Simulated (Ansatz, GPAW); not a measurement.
# Mg2Si with GLLB-SC from a Python script

These are simulated results from GPAW 26.7.0, not measurements. The cell began as a database structure and was relaxed with r2SCAN in plane waves (Ansatz 0.2.0). All runs are without spin polarisation.

It is cubic, Fm-3m (No. 225); conventional cell a = 6.338 Å, 21.22 Å³ an atom. Mg is surrounded by 4 Si at 2.74 Å; Si is surrounded by 8 Mg at 2.74 Å.

GLLB-SC is a model potential. Its fundamental gap is the Kohn-Sham gap plus a derivative discontinuity, which the script evaluates at the band edges among the listed k points. Its total energy isn't variational and serves nothing here.

The script, run.py:

```python
import json
from ase import Atoms
from gpaw import GPAW, PW, FermiDirac

atoms = Atoms(['Mg', 'Mg', 'Si'],
              cell=[[-0.0, 3.168971, 3.168971], [3.168971, -0.0, 3.168971], [3.168971, 3.168971, -0.0]],
              scaled_positions=[[0.25, 0.25, 0.25], [0.75, 0.75, 0.75], [0.0, -0.0, -0.0]],
              pbc=True)
calc = GPAW(mode=PW(400), xc='GLLBSC', kpts={'size': (4, 4, 4), 'gamma': True},
            occupations=FermiDirac(0.02), maxiter=100, legacy_gpaw=True, txt='gpaw.txt')
atoms.calc = calc
res = {'energy': atoms.get_potential_energy(force_consistent=True)}
res['electrons'] = calc.get_number_of_electrons()
res['k'] = calc.get_ibz_k_points().tolist()
res['levels'] = [calc.get_eigenvalues(kpt=i).tolist() for i in range(len(res['k']))]
points = [[0.0, 0.0, 0.0], [0.5, 0.0, 0.5], [0.625, 0.25, 0.625], [0.375, 0.375, 0.75], [0.5, 0.5, 0.5], [0.5, 0.25, 0.75], [0.0, 0.5, 0.5]]
bands = calc.fixed_density(kpts=points, symmetry='off', nbands=round(res['electrons']) // 2 + 6, convergence={'bands': -2}, txt='bands.txt')
res['points'] = [bands.get_eigenvalues(kpt=i).tolist() for i in range(len(points))]
homo, lumo = bands.get_homo_lumo()
potential = calc.hamiltonian.xc.response.calculate_discontinuity_potential(homo, lumo)
res['discontinuity'] = bands.hamiltonian.xc.response.calculate_discontinuity(potential)
json.dump(res, open('results.json', 'w'))
print('free energy (eV):', round(res['energy'], 5))
```

Command: `python run.py`. It took 10 s on 1 thread of Arm Neoverse V2 (shared host), peak memory 0.15 GiB.

The log gpaw.txt, trimmed of paths, versions and times, then the last line on the terminal. An iter line gives the energy in eV and the logarithms of the changes of orbitals (plane waves alone) and density (c: converged):

```
___ ___ ___ _ _ _
 |   |   |_  | | | |

 | | | | | . | | | |

 |__ |  _|___|_____|  26.7.0
 |___|_|

Input parameters:
  kpts: {gamma: True,
         size: (4, 4, 4)}
  maxiter: 100
  mode: {ecut: 400.0,
         name: pw}
  occupations: {fixmagmom: False,
                name: fermi-dirac,
                width: 0.02}
  xc: GLLBSC

System changes: positions, numbers, cell, pbc, initial_charges, initial_magmoms

Initialize ...

species:
  Mg:
    name:    Magnesium
    Z:       12.0
    valence: 10
    core:    2
    charge:  0.0  # [|e|]
    compensation charges:
      type: gauss
      rc: 0.33  # [Å]
      lmax: 2
    cutoffs:
      filter: 1.86  # [Å]
      core: 0.54  # [Å]
    projectors
    | kind |    occ | energy [eV] | rcut [Å] |

    |------|--------|-------------|----------|

    |   2s |  2.000 |     -81.998 |    1.090 |

    |   3s |  2.000 |      -6.877 |    1.090 |

    |   2p |  6.000 |     -48.239 |    1.085 |

    |   3p |  0.000 |      -3.605 |    1.085 |

    |    d |        |       0.000 |    1.037 |

    Using partial waves for Mg as LCAO basis

  Si:
    name:    Silicon
    Z:       14.0
    valence: 4
    core:    10
    charge:  0.0  # [|e|]
    compensation charges:
      type: gauss
      rc: 0.33  # [Å]
      lmax: 2
    cutoffs:
      filter: 1.86  # [Å]
      core: 2.06  # [Å]
    projectors
    | kind |    occ | energy [eV] | rcut [Å] |

    |------|--------|-------------|----------|

    |   3s |  2.000 |     -12.033 |    1.058 |

    |   3p |  2.000 |      -5.571 |    1.058 |

    |    s |        |      15.179 |    1.058 |

    |    p |        |      21.640 |    1.058 |

    |    d |        |       0.000 |    1.058 |

    Using partial waves for Si as LCAO basis

Reference energy: -18745.488075  # eV

Spin-paired calculation

Convergence criteria:
 Maximum [total energy] change in last 3 cyles: 0.0005 eV / valence electron
 Maximum integral of absolute [dens]ity change: 0.0001 electrons / valence electron
 Maximum integral of absolute [eigenst]ate change: 4e-08 eV^2 / valence electron
 Maximum number of scf [iter]ations: 100
 (Square brackets indicate name in SCF output, whereas a 'c' in
 the SCF output indicates the quantity has converged.)

Symmetries present (total): 48

  ( 1  0  0)  ( 1  0  0)  ( 1  0  0)  ( 1  0  0)  ( 1  0 -1)  ( 1  0 -1)
  ( 1  0 -1)  ( 1 -1  0)  ( 0  1  0)  ( 0  0  1)  ( 1  0  0)  ( 1 -1  0)
  ( 1 -1  0)  ( 1  0 -1)  ( 0  0  1)  ( 0  1  0)  ( 1 -1  0)  ( 1  0  0)

  ( 1  0 -1)  ( 1  0 -1)  ( 1 -1  0)  ( 1 -1  0)  ( 1 -1  0)  ( 1 -1  0)
  ( 0  1 -1)  ( 0  0 -1)  ( 1  0  0)  ( 1  0 -1)  ( 0 -1  1)  ( 0 -1  0)
  ( 0  0 -1)  ( 0  1 -1)  ( 1  0 -1)  ( 1  0  0)  ( 0 -1  0)  ( 0 -1  1)

  ( 0  1  0)  ( 0  1  0)  ( 0  1  0)  ( 0  1  0)  ( 0  1 -1)  ( 0  1 -1)
  ( 1  0  0)  ( 0  1 -1)  ( 0  0  1)  (-1  1  0)  ( 1  0 -1)  ( 0  1  0)
  ( 0  0  1)  (-1  1  0)  ( 1  0  0)  ( 0  1 -1)  ( 0  0 -1)  (-1  1  0)

  ( 0  1 -1)  ( 0  1 -1)  ( 0  0  1)  ( 0  0  1)  ( 0  0  1)  ( 0  0  1)
  ( 0  0 -1)  (-1  1  0)  ( 1  0  0)  ( 0  1  0)  ( 0 -1  1)  (-1  0  1)
  ( 1  0 -1)  ( 0  1  0)  ( 0  1  0)  ( 1  0  0)  (-1  0  1)  ( 0 -1  1)

  ( 0  0 -1)  ( 0  0 -1)  ( 0  0 -1)  ( 0  0 -1)  ( 0 -1  1)  ( 0 -1  1)
[... 4 lines left out ...]
  ( 0 -1  0)  (-1  0  1)  ( 1 -1  0)  ( 0  0 -1)  ( 0 -1  1)  (-1  0  0)
  ( 1 -1  0)  ( 0  0  1)  ( 0 -1  1)  (-1  0  0)  ( 1 -1  0)  ( 0  0 -1)

  (-1  1  0)  (-1  1  0)  (-1  1  0)  (-1  1  0)  (-1  0  1)  (-1  0  1)
  ( 0  1  0)  ( 0  1 -1)  (-1  0  1)  (-1  0  0)  ( 0  0  1)  ( 0 -1  1)
  ( 0  1 -1)  ( 0  1  0)  (-1  0  0)  (-1  0  1)  ( 0 -1  1)  ( 0  0  1)

  (-1  0  1)  (-1  0  1)  (-1  0  0)  (-1  0  0)  (-1  0  0)  (-1  0  0)
  (-1  1  0)  (-1  0  0)  ( 0  0 -1)  ( 0 -1  0)  (-1  1  0)  (-1  0  1)
  (-1  0  0)  (-1  1  0)  ( 0 -1  0)  ( 0  0 -1)  (-1  0  1)  (-1  1  0)

64 k-points: 4 x 4 x 4 Monkhorst-Pack grid + [1/8,1/8,1/8]
8 k-points in the irreducible part of the Brillouin zone
       k-points in crystal coordinates                weights
   0:     0.00000000    0.00000000    0.00000000          1/64
   1:     0.25000000    0.25000000    0.00000000          6/64
   2:     0.25000000    0.25000000    0.25000000          8/64
   3:     0.50000000    0.25000000   -0.25000000          6/64
   4:     0.50000000    0.25000000    0.25000000         12/64
   5:     0.50000000    0.50000000    0.00000000          3/64
   6:     0.50000000    0.50000000    0.25000000         24/64
   7:     0.50000000    0.50000000    0.50000000          4/64

Wave functions: Plane wave expansion
  Cutoff energy: 400.000 eV
  Number of coefficients (min, max): 1139, 1174
  Pulay-stress correction: 0.000000 eV/Ang^3 (de/decut=0.000000)
  Using FFTW library
  ScaLapack parameters: grid=1x1, blocksize=None
  Wavefunction extrapolation:
    Improved wavefunction reuse through dual PAW basis

Occupation numbers: Fermi-Dirac:
  width: 0.0200  # eV

Eigensolver
   Davidson(niter=2)

Densities:
  Coarse grid: 21*21*21 grid
  Fine grid: 42*42*42 grid
  Total Charge: 0.000000

Density mixing:
  Method: separate
  Backend: msr1
  Linear mixing parameter: 0.05
  old densities: 10
  Width of damping distribution: 1.1
  Damping of long wavelength oscillations: 20

Hamiltonian:
  XC and Coulomb potentials evaluated on a 42*42*42 grid
  Using the GLLBSC Exchange-Correlation functional
  External potential:
    NoExternalPotential

XC parameters: GLLBSC functional being used consists of
  -----------------------------------------------------------------------
  | Weight | Module     | Description                                   |

  -----------------------------------------------------------------------
  |  1.000 | SCREENING  | GGA_X_PBE_SOL with 2 nearest neighbor stencil |

  |  1.000 | RESPONSE   | eps=0.0500 eV                                 |

  |  1.000 | XC         | GGA_C_PBE_SOL with 2 nearest neighbor stencil |

  -----------------------------------------------------------------------

Memory estimate:
  Process memory now: 111.52 MiB
  Calculator: 11.17 MiB
    Density: 4.79 MiB
      Arrays: 1.84 MiB
      Localized functions: 1.54 MiB
      Mixer: 1.41 MiB
    Hamiltonian: 1.24 MiB
      Arrays: 1.20 MiB
      XC: 0.00 MiB
      Poisson: 0.00 MiB
      vbar: 0.04 MiB
    Wavefunctions: 5.14 MiB
      Arrays psit_nG: 2.72 MiB
      Eigensolver: 0.49 MiB
      Projections: 0.09 MiB
      Projectors: 1.34 MiB
      PW-descriptor: 0.50 MiB

Total number of cores used: 1

Number of atoms: 3
Number of atomic orbitals: 20
Number of bands in calculation: 19
Number of valence electrons: 24
Bands to converge: occupied

... initialized

Initializing position-dependent things.

Density initialized from atomic densities
Creating initial wave functions:
  19 bands from LCAO basis set
Positions:
   0 Mg     1.584485    1.584485    1.584485    ( 0.0000,  0.0000,  0.0000)
   1 Mg     4.753457    4.753457    4.753457    ( 0.0000,  0.0000,  0.0000)
   2 Si     0.000000    0.000000    0.000000    ( 0.0000,  0.0000,  0.0000)

Unit cell:
           periodic     x           y           z      points  spacing
  1. axis:    yes   -0.000000    3.168971    3.168971    21     0.1742
  2. axis:    yes    3.168971   -0.000000    3.168971    21     0.1742
  3. axis:    yes    3.168971    3.168971   -0.000000    21     0.1742

  Lengths:   4.481602   4.481602   4.481602
  Angles:   60.000000  60.000000  60.000000

Effective grid spacing dv^(1/3) = 0.1901

iter:   1   -11.161493
iter:   2   -12.566068   -0.79  -1.21
iter:   3   -12.787667   -1.91  -1.05
iter:   4   -13.374661   -2.62  -1.03
iter:   5   -12.485068   -2.74  -0.96
iter:   6   -11.340755   -2.31  -1.07
iter:   7   -10.479425   -2.12  -1.29
iter:   8   -10.072493   -2.09  -1.54
iter:   9    -9.849197   -1.85  -1.46
iter:  10    -9.654850   -3.13  -1.44
iter:  11    -9.627205   -3.95  -1.67
iter:  12    -9.763424   -3.39  -1.72
iter:  13    -9.778993   -3.70  -2.13
iter:  14    -9.777601   -4.78  -3.05
iter:  15    -9.776759c  -5.99  -3.61
iter:  16    -9.776409c  -6.68  -3.74
iter:  17    -9.775219c  -7.86c -3.97
iter:  18    -9.774811c  -8.39c -4.43c

Converged after 18 iterations.

Energy contributions relative to reference atoms: (reference = -18745.488075)

Kinetic:        +25.098238
Potential:      -18.600005
External:        +0.000000
XC:             -16.168831
Entropy (-ST):   -0.000002
Local:           -0.104211
SIC:             +0.000000
--------------------------
Free energy:     -9.774812
Extrapolated:    -9.774811

GLLBSC response reference energy: 3.86326 eV (from HOMO)

Showing only first 2 kpts
 Kpt  Band  Eigenvalues  Occupancy
  0    10      3.86379    1.99991
  0    11      3.86379    1.99991
  0    12      6.27151    0.00000
  0    13      6.71029    0.00000

  1    10      2.66189    2.00000
  1    11      2.66190    2.00000
  1    12      5.53010    0.00000
  1    13      5.86793    0.00000

Fermi level: 4.06474

Gap: 0.402 eV
Transition (v -> c):
  (s=0, k=0, n=11, [0.00, 0.00, 0.00]) -> (s=0, k=5, n=12, [0.50, 0.50, 0.00])
Direct/indirect transitions are different
Direct gap: 2.288 eV
Transition at: (s=0, k=5, n=11, [0.50, 0.50, 0.00])

free energy (eV): -9.77481
```

The gap in the log is over the mesh alone; results.json adds the listed points. GLLB-SC gives a gap of 0.64 eV (0.402 eV Kohn-Sham over the listed points plus 0.241 eV discontinuity). On the same cell, plane-wave PBE (Ansatz, 8×8×8 k points and the special points) gives a gap of 0.20 eV and r2SCAN a gap of 0.45 eV; on shared hosts these took about 1.7 and 5.1 core-seconds on the 3-atom cell, against 10 for the script. Semilocal gaps usually lie below measured ones.
